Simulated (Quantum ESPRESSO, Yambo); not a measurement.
An input for Quantum ESPRESSO 7.5 (CdS (Hawleyite)):

```
&control
  calculation = 'scf'
  prefix = 'x'
  outdir = 'o'
  pseudo_dir = 'pseudo'
/
&system
  ibrav = 0
  nat = 2
  ntyp = 2
  ecutwfc = 94.0
  nbnd = 18
  force_symmorphic = .true.
/
&electrons
  conv_thr = 1e-10
  electron_maxstep = 80
  mixing_beta = 0.5
/
ATOMIC_SPECIES
  Cd 112.41 Cd.upf
  S 32.06 S.upf
CELL_PARAMETERS angstrom
  -0.0000000000 2.9582000000 2.9582000000
  2.9582000000 -0.0000000000 2.9582000000
  2.9582000000 2.9582000000 -0.0000000000
ATOMIC_POSITIONS crystal
  Cd 0.0000000000 0.0000000000 0.0000000000
  S 0.2500000000 0.2500000000 0.2500000000
K_POINTS automatic
  6 6 6 0 0 0
```

```sh
OMP_NUM_THREADS=1 mpirun -n 4 pw.x -nk 4 -in pw.in > pw.out
```

**Question.** How long will it take on 4 MPI ranks of AMD EPYC 7571, shared host, and how much memory?

It took 29 s; on shared hardware allow 14 s to 57 s. Peak host memory was 0.34 GiB.

[Paths, hosts, dates, memory and timing lines, banners, echoed tables and standing remarks are left out of the program output.]

[Logs are printed without paths, hosts, clocks, repeated set-up lines and the standing remarks that a program may print on its own settings, such as how far it seeks lower states.]

[Runs of the session that timed out or met a known fault of the program may be left out.]

[Hosts, paths, dates, database ids (printed as entryN), source tags and the programs' standing remarks are cut or masked in the printed files.]
